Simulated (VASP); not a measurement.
Here is a VASP 6.6.1 calculation.

INCAR

```
SYSTEM = CdSe
ALGO = Normal
EDIFF = 1E-6
EDIFFG = -0.01
ENCUT = 600
GGA = PE
IBRION = 2
ISIF = 3
ISMEAR = 0
IVDW = 12
LASPH = .True.
LCHARG = .False.
LREAL = .False.
LWAVE = .False.
NELM = 80
NSW = 90
PREC = Accurate
SIGMA = 0.03
```

File KPOINTS:

```
k-points
0
Gamma
  9 9 4
  0 0 0
```

Contents of POSCAR:

```
CdSe
1.0
    4.3000000000      0.0000000000      0.0000000000
   -2.1500000000      3.7239092363      0.0000000000
    0.0000000000      0.0000000000      7.0200000000
Cd Se
2 2
Direct
    0.3333333333      0.6666666667      0.0000000000
    0.6666666667      0.3333333333      0.5000000000
    0.3333333333      0.6666666667      0.3850000000
    0.6666666667      0.3333333333      0.8850000000
```

Potentials or basis: VASP PAW PBE potentials, release 64 (Cd, Se).

Command:

```console
$ cat potpaw_PBE.64/Cd/POTCAR potpaw_PBE.64/Se/POTCAR > POTCAR
$ mpirun -np 1 vasp_std > vasp.out
```

(1) Predict the band gap on the k mesh.

(2) Predict the relaxed cell.

(3) What does it give for the space group after relaxing (to 0.05 Å)?

## Answers

(1) 0.62 eV, direct.

(2) a = 4.327 Å, b = 4.327 Å, c = 7.077 Å, α = 90.00°, β = 90.00°, γ = 120.00°.

(3) P6_3mc (No. 186).
